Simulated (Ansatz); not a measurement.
# Cd: strong compression

The task here is to estimate one member of a computed series from the others.

Method: DFT PBE, with the methods named in each step, in Ansatz 0.2.0.

### The system as given

It takes space group P6/mmm (No. 191, hexagonal). Conventional cell: a = 5.141 Å, b = 5.141 Å, c = 3.099 Å, α = 90.00°, β = 90.00°, γ = 120.00°. Cd (site symmetry 6/mmm) is surrounded by 14 Cd at 3.10 to 3.35 Å. Around Cd (site symmetry -6m2) lie 11 Cd at 2.97 to 3.35 Å.

Structure file:

```cif
data_structure
_symmetry_space_group_name_H-M 'P 1'
_symmetry_Int_Tables_number 1
_cell_length_a 5.1414
_cell_length_b 5.1414
_cell_length_c 3.0992
_cell_angle_alpha 90.000
_cell_angle_beta 90.000
_cell_angle_gamma 120.000
_cell_volume 70.95
loop_
_atom_site_label
_atom_site_type_symbol
_atom_site_fract_x
_atom_site_fract_y
_atom_site_fract_z
_atom_site_occupancy
Cd1 Cd 0.00000 0.00000 0.00000 1
Cd2 Cd 0.33333 0.66667 0.50000 1
Cd3 Cd 0.66667 0.33333 0.50000 1
```

Whether this phase is the stable one at these pressures isn't tested.

Atoms are numbered in the order of the input: Cd1, Cd2, Cd3.

The first run:

File input.yaml:

```yaml
crystal:
  lattice:
    - [5.1413878578, 0.0, 0.0]
    - [-2.5706939289, 4.4525724956, 0.0]
    - [0.0, 0.0, 3.0991824661]
  atoms:
    - { symbol: Cd, position: [0.0, 0.0, 0.0] }
    - { symbol: Cd, position: [0.3333333333, 0.6666666667, 0.5] }
    - { symbol: Cd, position: [0.6666666667, 0.3333333333, 0.5] }
kpoints:
  mp_grid: { grid: [7, 7, 10] }
  band_path:
    path:
      - [0.0, 0.0, 0.0]
      - [0.5, 0.0, 0.0]
      - [0.3333333333, 0.3333333333, 0.0]
      - [0.0, 0.0, 0.0]
      - [0.0, 0.0, 0.5]
      - [0.5, 0.0, 0.5]
      - [0.3333333333, 0.3333333333, 0.5]
      - [0.0, 0.0, 0.5]
      - [0.5, 0.0, 0.5]
    npoints: 14
scf:
  occupations: { method: fermi_dirac, width: 0.08 }
hamiltonian:
  xc: pbe
  pseudopotentials: { kind: all_electron, lapw: { basis_error: 0.001 } }
output:
  forces: true
  stress: true
  eigenvalues: true
  populations: true
  dos: { projected: true, de: 0.2, e_range: [-14, 8] }
```

Started as:

```
ansatz run input.yaml --threads 1 --pin off --max-ram 3072MiB --backend cpu --events-out ev --progress --plain --runs-dir out
```

Steps of the session up to this table: The reference volume, LAPW; Volume scaled by 1, crystal datasets; Volume scaled by 1, norm-conserving; Volume scaled by 0.95, LAPW; Volume scaled by 0.85, LAPW; Volume scaled by 0.85, norm-conserving; Volume scaled by 0.55, LAPW; Volume scaled by 0.4, LAPW; Volume scaled by 0.4, crystal datasets; Volume scaled by 0.4, norm-conserving.

One of the session's tables, all rows but one given; the rest of the session is left out.

 The rows PAW, 0.4 and PAW (core large), 0.4 agree to the last digit and may rest on the same set-up.

| method | volume over the first | volume (Å³/atom) | pressure (GPa) |
| --- | --- | --- | --- |
| LAPW | 1 | 23.649 | -0.01 |
| LAPW | 0.95 | 22.467 | 2.20 |
| LAPW | 0.85 | 20.102 | 9.69 |
| LAPW | 0.55 | 13.007 | 123.93 |
| LAPW | 0.4 | 9.460 | 451.85 |
| PAW | 1 | 23.649 | -0.02 |
| PAW | 0.95 | 22.467 | 2.19 |
| PAW | 0.85 | 20.102 | 9.69 |
| PAW | 0.55 | 13.007 | 123.96 |
| PAW | 0.4 | 9.460 | 451.75 |
| PAW (core large) | 0.4 | 9.460 | 451.75 |
| crystal datasets | 1 | 23.649 | -0.02 |
| crystal datasets | 0.4 | 9.460 | 451.85 |
| norm-conserving | 1 | 23.649 | -0.01 |
| norm-conserving | 0.85 | 20.102 | 9.70 |
| norm-conserving | 0.4 | ? | ? |

Estimate the missing values for norm-conserving, 0.4.

The run gave: volume (Å³/atom): 9.460; pressure (GPa): 452.41.

Caveats from the session: A fit over so wide a range leans to the high pressures, so B₀ can be off by several per cent. Warnings in the runs' records: crystal datasets made, datasets by core.
